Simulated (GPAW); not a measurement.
## Y: single point with PBE

The system is Y.

```
Y
1.0
     3.64740    0.00000    0.00000
    -1.82370    3.15874    0.00000
     0.00000    0.00000    5.73060
Y
2
Direct
  0.67008 0.32178 0.75123
  0.33051 0.67413 0.25563
```

The cell isn't the ideal one: atoms moved at random, drawn with an rms of 0.05 Å.

```yaml
Program: GPAW 26.7.0
Task: single point
Functional: PBE
Potentials_or_basis: GPAW PAW data sets (gpaw-data 1.2.1)
Cutoff: 600 eV
Basis: pw
k_mesh: 8 × 8 × 5
Occupations: fermi-dirac, width 0.05 eV
Spin: no spin polarisation
Maxiter: 150
```

```
Pressure               : -0.2 GPa
Largest force          : 0.123 eV/Å
Band gap on the k mesh : none (metal or under the smearing width)
```

Forces in eV/Å, atoms in the order of the input:
```
Y   -0.060  0.067  0.084
Y    0.060 -0.067 -0.084
```

Stress tensor (GPa, compression positive):
```
-0.24  0.18 -0.02
 0.18  0.14  0.02
-0.02  0.02 -0.41
```

Levels at points of the mesh, in eV from the Fermi level:
| k point | band 9 | band 10 | band 11 | band 12 | band 13 | band 14 |
| --- | --- | --- | --- | --- | --- | --- |
| (0.00, 0.00, 0.00) | -4.63 | -1.82 | 0.85 | 1.73 | 1.80 | 2.00 |
| (0.00, 0.50, 0.00) | -1.60 | -1.16 | -0.72 | -0.11 | 1.25 | 1.52 |
| (0.50, 0.00, 0.00) | -1.63 | -1.16 | -0.77 | -0.11 | 1.34 | 1.51 |
| (0.50, 0.50, 0.00) | -1.70 | -1.15 | -0.88 | -0.10 | 1.46 | 1.58 |

Run time: 2.3 min on 1 thread of Arm Neoverse V2, with other jobs on the host, peak memory 0.33 GiB.
